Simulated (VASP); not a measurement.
Here is a VASP 6.6.1 calculation.

The input INCAR:

```
PREC     = Accurate       # precision mode
ENCUT    = 520            # plane-wave cutoff, eV
EDIFF    = 1E-6           # SCF threshold, eV
ISMEAR   = 0              # smearing method
SIGMA    = 0.1            # smearing width, eV
LREAL    = F              # projectors in reciprocal space
LASPH    = T              # aspherical terms in the spheres
NELM     = 80             # most SCF steps
ALGO     = Normal         # electronic algorithm
ISIF     = 2              # what is computed and relaxed
LWAVE    = F              # write WAVECAR
LCHARG   = F              # write CHGCAR
GGA      = PE             # functional
NBANDS   = 22             # bands
```

The input KPOINTS:

```
Automatic mesh
0
Gamma
  8 8 8
```

Contents of POSCAR:

```
Al
1.0
    5.1336248043      0.0000000000      0.0000000000
    0.0000000000      5.1336248043      0.0000000000
    0.0000000000      0.0000000000      5.1336248043
Al
8
Direct
    0.5000000000      0.5000000000      0.5000000000
    0.0000000000      0.0000000000      0.0000000000
    0.2500000000      0.0000000000      0.5000000000
    0.5000000000      0.2500000000      0.0000000000
    0.5000000000      0.7500000000      0.0000000000
    0.7500000000      0.0000000000      0.5000000000
    0.0000000000      0.5000000000      0.7500000000
    0.0000000000      0.5000000000      0.2500000000
```

Potentials or basis: VASP PAW PBE potentials, release 64 (Al).

The run is started by

```sh
$ cat potpaw_PBE.64/Al/POTCAR > POTCAR
$ mpirun -np 1 vasp_std > vasp.out
```

Question: What does it give for the band gap on the k mesh?

Answer: None (metal or under the smearing width).

Question: Predict the pressure.

Answer: 0.0 GPa.
